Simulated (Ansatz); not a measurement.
MgF2 (rutile), relaxed with HSE06 (Ansatz, a quantum-chemistry and plane-wave program, plane waves, PAW): a = b = 4.640 Å, c = 3.055 Å, α = β = γ = 90.00°.

```
Item                  Result
--------------------  ------
gap (eV)                9.40
B₀ by P(V) fit (GPa)    99.6
```

Question: The same phase is relaxed and computed with r²SCAN in the same code. What are the cell and these values now?

Answer: a = 4.6219 Å, b = 4.6219 Å, c = 3.0464 Å, α = 90.00°, β = 90.00°, γ = 90.00°.

gap (eV): 8.07
B₀ by P(V) fit (GPa): 104

All cells were relaxed under the symmetry of their starts (and spin orders); stability against distortions was not tested throughout.

Potentials: the later of the program's two PAW sets.

Ansatz is a plane-wave DFT program.
